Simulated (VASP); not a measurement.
BaTiO3, 5 atoms in the cell. Symmetry: Amm2, No. 38, orthorhombic system. Conventional cell: a = 3.969 Å, b = 5.655 Å, c = 5.656 Å, α = 90.00°, β = 90.00°, γ = 90.00°. Ba (site symmetry mm2) has 12 O at 2.76 to 2.89 Å as nearest neighbours. Around Ti (site symmetry mm2) lie 6 O at 1.90 to 2.10 Å. O (site symmetry mm2) is surrounded by 2 Ti at 1.99 Å. Around O (site symmetry m) lie 2 Ti at 1.90 to 2.10 Å. 

* Program: VASP 6.6.1
* Task: relaxation of cell and atoms
* Functional: PBEsol
* Potentials or basis: VASP PAW PBE potentials, release 64 (Ba_sv, Ti_sv, O)
* Cutoff: 520 eV
* k mesh: 8 × 8 × 8
* Occupations: gaussian, width 0.02 eV
* Spin: no spin polarisation
* Further INCAR settings: ALGO = Fast; EDIFF = 1e-07; IBRION = 2; EDIFFG = -0.15; NSW = 80; ISIF = 3

Potentials or basis: VASP PAW PBE potentials, release 64 (Ba_sv, Ti_sv, O).

Launch:

```sh
$ cat potpaw_PBE.64/Ba_sv/POTCAR potpaw_PBE.64/Ti_sv/POTCAR potpaw_PBE.64/O/POTCAR > POTCAR
$ mpirun -np 4 vasp_std > vasp.out
```

Hardware: 4 MPI ranks on AMD EPYC 9R45 (Zen 5), with other jobs on the host.

Question: Estimate the wall time of this run.

Answer: Wall time 2.6 min on 4 MPI ranks on AMD EPYC 9R45 (Zen 5), with other jobs on the host, peak memory 0.27 GiB a rank. Counts: scf iterations 95, k points 105, ion steps 2.
